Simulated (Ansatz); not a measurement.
# CuO (P4_2/mmc): equation of state

How stiff is CuO (P4_2/mmc)? Energies and pressures are computed at volumes on both sides of the relaxed cell and fitted.

Computed with Ansatz 0.2.0 (DFT PBE, scalar-relativistic, plane waves, PAW, unless a step's input says otherwise).

## 1. The structure to begin with

It takes space group Cccm (No. 66, orthorhombic). Conventional cell: a = 4.165 Å, b = 4.175 Å, c = 5.152 Å, α = 90.00°, β = 90.00°, γ = 90.00°. Cu (site symmetry 2/m) is surrounded by 4 O at 1.96 Å. O (site symmetry 222) has 4 Cu at 1.96 Å as nearest neighbours.

Coordinates:

```cif
data_structure
_symmetry_space_group_name_H-M 'P 1'
_symmetry_Int_Tables_number 1
_cell_length_a 2.9484
_cell_length_b 2.9484
_cell_length_c 5.1518
_cell_angle_alpha 90.003
_cell_angle_beta 90.003
_cell_angle_gamma 89.858
_cell_volume 44.79
loop_
_atom_site_label
_atom_site_type_symbol
_atom_site_fract_x
_atom_site_fract_y
_atom_site_fract_z
_atom_site_occupancy
Cu1 Cu 0.00000 0.50000 0.00000 1
Cu2 Cu 0.50000 0.00000 0.50000 1
O1 O 0.50001 0.49999 0.25000 1
O2 O 0.49999 0.50001 0.75000 1
```

This cell comes from an earlier session at PBE: 11.197 Å³/atom at 0.00 GPa, on a 12×12×8 mesh.

Volume factors to run: 0.980, 1.020, 0.960, 1.040.

## 2. Scaling the volume by 0.980

Input file input.yaml:

```yaml
crystal:
  lattice:
    - [2.0670822035, -2.0683091945, 0.1620539845]
    - [2.0670822035, 2.0683091945, 0.1620539845]
    - [-0.4002940742, 0.0, 5.1015574534]
  atoms:
    - { symbol: Cu, position: [0.0, 0.5, 0.0] }
    - { symbol: Cu, position: [0.5, 0.0, 0.5] }
    - { symbol: O, position: [0.5000131488, 0.4999868512, 0.25] }
    - { symbol: O, position: [0.4999868512, 0.5000131488, 0.75] }
basis:
  ecutwfc: 420
  ecutrho_ratio: 4
kpoints:
  mp_grid: { grid: [12, 12, 8] }
hamiltonian:
  xc: pbe
scf:
  occupations: { method: gaussian, width: 0.05 }
output:
  forces: true
  stress: true
  eigenvalues: true
relax:
  f_tol: 0.01
  max_steps: 40
  cell: { stress_tol: 0.1, fix: [volume] }
```

The run is started by

```sh
> ansatz run input.yaml --threads 8 --pin off --max-ram 22528MiB --backend cpu --events-out ev --progress --plain --runs-dir out
```

Further steps of the session: Scaling the volume by 1.020; Scaling the volume by 0.960; At 1.040 of the relaxed volume.

What does the calculation give? Wanted: V0; B0; B0′; scatter of the fit.

The runs gave:

```
          quantity           value
                V0  11.196 Å³/atom
                B0         135 GPa
               B0′             4.3
scatter of the fit  0.002 meV/atom
```

The fitted minimum lies at 11.20 Å³/atom, and the bulk modulus is 135 GPa. One per cent of compression takes about 1.4 GPa. These are values at 0 K without zero-point motion.
